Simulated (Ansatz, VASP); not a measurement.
One calculation of WC (Qusongite), two programs

INCAR

```
SYSTEM = WC
PREC = Accurate
ENCUT = 600
EDIFF = 1E-7
ISMEAR = -1
SIGMA = 0.05
LREAL = .FALSE.
LASPH = .TRUE.
NELM = 100
ALGO = Normal
ISIF = 3
LWAVE = .FALSE.
LCHARG = .FALSE.
GGA = PE
IVDW = 13
IBRION = 2
NSW = 80
EDIFFG = -0.005
```

The input KPOINTS:

```
regular mesh
0
G
  10 10 9
  0 0 0
```

POSCAR

```
WC
1.0
    2.9065000000      0.0000000000      0.0000000000
   -1.4532500000      2.5171028361      0.0000000000
    0.0000000000      0.0000000000      2.8366000000
W C
1 1
Direct
    0.0000000000      0.0000000000      0.0000000000
    0.6666666667      0.3333333333      0.5000000000
```

input.yaml

```yaml
crystal:
  lattice:
    - [2.9065, 0.0, 0.0]
    - [-1.45325, 2.5171028361, 0.0]
    - [0.0, 0.0, 2.8366]
  atoms:
    - { symbol: W, position: [0.0, 0.0, 0.0] }
    - { symbol: C, position: [0.6666666667, 0.3333333333, 0.5] }
kpoints:
  mp_grid: { grid: [10, 10, 9] }
scf:
  occupations: { method: fermi_dirac, width: 0.05 }
hamiltonian:
  xc: pbe
  dispersion: d4
  pseudopotentials: { kind: all_electron, lapw: { basis_error: 0.001 } }
output:
  forces: true
  stress: true
relax:
  f_tol: 0.005
  max_steps: 60
  cell: {}
```

Alike in both runs: task relaxation of cell and atoms; functional PBE; dispersion D4; k mesh 10 × 10 × 9; occupations fermi-dirac, width 0.05 eV; no spin polarisation.

```csv
,VASP,Ansatz
version,VASP 6.6.1,Ansatz 0.2.0
potentials or method,"VASP PAW PBE potentials, release 64 (W_sv, C)","all-electron LAPW, scalar-relativistic"
plane-wave cutoff (eV),600,see its input
```

Ansatz gave:

* relaxed volume (Å³/atom): 10.34
* relaxed cell length with the largest relative difference (Å): 2.832

Task: Estimate VASP's values.

Result: Relaxed volume (Å³/atom): 10.37; relaxed cell length with the largest relative difference (Å): 2.835.

Ansatz ran all-electron here, so the differences hold the error of VASP's frozen core and of both bases.

Caveats: pairwise dispersion overbinds metals, which lowers pressure and volume (VASP). Spin-orbit coupling is left out, which matters for the levels of W.
